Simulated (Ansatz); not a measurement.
# C17O2: the cost of one run

Program: Ansatz 0.2.0. Level of theory: DFT PBE+D3(BJ), scalar-relativistic, plane waves, PAW. These are calculated values, not measurements.

## Step 1: Starting point

Symmetry: P1, No. 1, triclinic system. Conventional cell: a = 3.635 Å, b = 4.912 Å, c = 29.985 Å, α = 90.00°, β = 90.00°, γ = 109.74°. C (site symmetry 1) is surrounded by 2 C at 1.42 Å. Around C (site symmetry 1) lie 3 C at 1.42 Å. Only part of the 19 independent sites is listed.

Structure file:

```
CELL_PARAMETERS angstrom
4.91211 0.00000 0.00000
-1.22803 3.42128 0.00000
0.00000 0.00000 29.98500
ATOMIC_POSITIONS crystal
C 0.39993 0.59971 0.33350
C 0.89993 0.59971 0.33350
C 0.16449 0.65797 0.35626
C 0.66449 0.65797 0.35626
C 0.18214 0.72854 0.40290
C 0.68214 0.72854 0.40290
C 0.44670 0.78680 0.42566
C 0.94670 0.78680 0.42566
C 0.46434 0.85738 0.47229
C 0.96434 0.85738 0.47229
C 0.22891 0.91564 0.49505
C 0.72891 0.91564 0.49505
C 0.24655 0.98622 0.54169
C 0.74655 0.98622 0.54169
C 0.01112 0.04447 0.56445
C 0.51112 0.04447 0.56445
O 0.01112 0.04447 0.63182
C 0.78643 0.89983 0.64916
O 0.56174 0.75518 0.66650
```

Slab cut from the bulk at the bulk's listed lattice constants, lower half held.

## Step 2: Relaxing the atoms

input.yaml

```yaml
crystal:
  lattice:
    - [4.91210538, 0.0, 0.0]
    - [-1.22802635, 3.42128111, 0.0]
    - [0.0, 0.0, 29.9850034135]
  atoms:
    - { symbol: C, position: [0.39992676, 0.59970705, 0.3335000454] }
    - { symbol: C, position: [0.89992676, 0.59970705, 0.3335000454] }
    - { symbol: C, position: [0.16449133, 0.65796532, 0.3562618368] }
    - { symbol: C, position: [0.66449133, 0.65796532, 0.3562618368] }
    - { symbol: C, position: [0.18213581, 0.72854323, 0.4028957439] }
    - { symbol: C, position: [0.68213581, 0.72854323, 0.4028957439] }
    - { symbol: C, position: [0.446700375, 0.7868015, 0.4256575354] }
    - { symbol: C, position: [0.946700375, 0.7868015, 0.4256575354] }
    - { symbol: C, position: [0.464344855, 0.85737941, 0.4722914507] }
    - { symbol: C, position: [0.964344855, 0.85737941, 0.4722914507] }
    - { symbol: C, position: [0.22890942, 0.91563768, 0.4950532422] }
    - { symbol: C, position: [0.72890942, 0.91563768, 0.4950532422] }
    - { symbol: C, position: [0.2465539, 0.9862156, 0.5416871493] }
    - { symbol: C, position: [0.7465539, 0.9862156, 0.5416871493] }
    - { symbol: C, position: [0.011118465, 0.04447386, 0.5644489407] }
    - { symbol: C, position: [0.511118465, 0.04447386, 0.5644489407] }
    - { symbol: O, position: [0.011118465, 0.04447386, 0.6318159499] }
    - { symbol: C, position: [0.7864294169, 0.8998290501, 0.6491579522] }
    - { symbol: O, position: [0.5617403689, 0.7551842402, 0.6664999546] }
basis:
  ecutwfc: 420
  fft_grid_basis: typed
kpoints:
  mp_grid: { grid: [6, 8, 1] }
hamiltonian:
  xc: pbe
  dispersion: d3bj
scf:
  occupations: { method: gaussian, width: 0.1 }
output:
  forces: true
  eigenvalues: true
efield:
  axis: 3
  dipole_correction: true
  ramp_width: 0.04
relax:
  adjacent_minimum: "off"
  f_tol: 0.04
  max_steps: 40
  constraints: [{ sites: [0, 1, 2, 3, 4, 5, 6, 7] }]
```

Command:

```bash
ansatz run input.yaml --threads 4 --pin off --max-ram 5898MiB --backend cpu --events-out ev --progress --plain --runs-dir out
```

What time and memory should one allow on 4 threads of Arm Neoverse V2, shared host?

About 10 min, with a peak of 1.6 GiB.
